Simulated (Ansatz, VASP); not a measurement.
## Au in VASP and in Ansatz

```
CELL_PARAMETERS angstrom
0.00000 2.07895 2.07895
2.07895 0.00000 2.07895
2.07895 2.07895 0.00000
ATOMIC_POSITIONS crystal
Au 0.00000 0.00000 0.00000
```

Alike in both runs: functional PBE; k mesh 18 × 18 × 18; occupations gaussian, width 0.1 eV; no spin polarisation.

Ansatz relaxed the structure, and its values are those at the end. VASP's run is a single point on that final structure, the one shown.

```csv
,VASP,Ansatz
version,VASP 6.6.1,Ansatz 0.2.0
potentials or method,"VASP PAW PBE potentials, release 64 (Au)","scalar-relativistic, plane waves, PAW"
plane-wave cutoff (eV),520,420
valence electrons in the cell,11,19
```

|  | VASP | Ansatz | Ansatz less VASP |
| --- | --- | --- | --- |
| gap on the k mesh at the Fermi level (eV) | none | none | - |
| pressure (GPa) | -0.2 | 0.0 | +0.24 |

A gap of «none» marks a metal or a gap that the smearing closes. The two sets of potentials don't hold the same shells in valence.

The runs have no spin-orbit coupling, so splittings on Au are missing.
